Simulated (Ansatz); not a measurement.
Write the native input for Ansatz 0.2.0 that does the following.

| Item | Value |
| --- | --- |
| Task | single point |
| Functional | PBE |
| Potentials or basis | Ansatz PAW |
| Cutoff | 420 eV (not typed: the program's choice for these potentials) |
| k mesh | 11 × 11 × 11 |
| Occupations | fermi-dirac, width 0.05 eV |
| Spin | collinear spin, ferromagnetic start |
| Starting moments | [2.0, 0.0] μB |

The system is CoO.

```
Co O
1.0
     1.50547    0.86918    2.43993
    -1.50547    0.86918    2.43993
     0.00000   -1.73837    2.43993
Co O
1 1
Direct
  0.00000 0.00000 0.00000
  0.50000 0.50000 0.50000
```

The cell is a database's computed one.

The input as run:

input.yaml

```yaml
crystal:
  lattice:
    - [1.5054695445, 0.8691832468, 2.4399269062]
    - [-1.5054695445, 0.8691832468, 2.4399269062]
    - [0.0, -1.7383664936, 2.4399269062]
  atoms:
    - { symbol: Co, position: [0.0, 0.0, 0.0], spin: 2.0 }
    - { symbol: O, position: [0.5, 0.5, 0.5] }
hamiltonian:
  xc: pbe
  pseudopotentials: { kind: paw }
magnetization:
  spin_polarized: true
kpoints:
  mp_grid: { grid: [11, 11, 11] }
scf:
  occupations: { method: fermi_dirac, width: 0.05 }
output:
  forces: true
  stress: true
  eigenvalues: true
```

Potentials or basis: Ansatz PAW.

Launch:

```sh
$ ansatz run input.yaml --threads 1 --pin off --max-ram 2560MiB --backend cpu --events-out ev --progress --plain --runs-dir out
```

Results of the run:

```yaml
Pressure: 0.0 GPa
Band_gap_on_the_k_mesh: none (metal or under the smearing width)
Net_moment: 2.90 μB per cell
Absolute_moment: 2.92 μB per cell
Site_moments: Co +2.47; O +0.31 μB
```

Caveat: the pressure holds a Pulay correction of +0.7 GPa for the finite cutoff; a cell with one magnetic atom can't hold antiferromagnetic order, which such compounds often take; semilocal functionals often make such compounds metallic where correlation or magnetic order opens a gap, which also shifts bond lengths.

Wall time 12 s on 1 thread of Arm Neoverse V1, with other jobs on the host, peak memory 0.36 GiB.
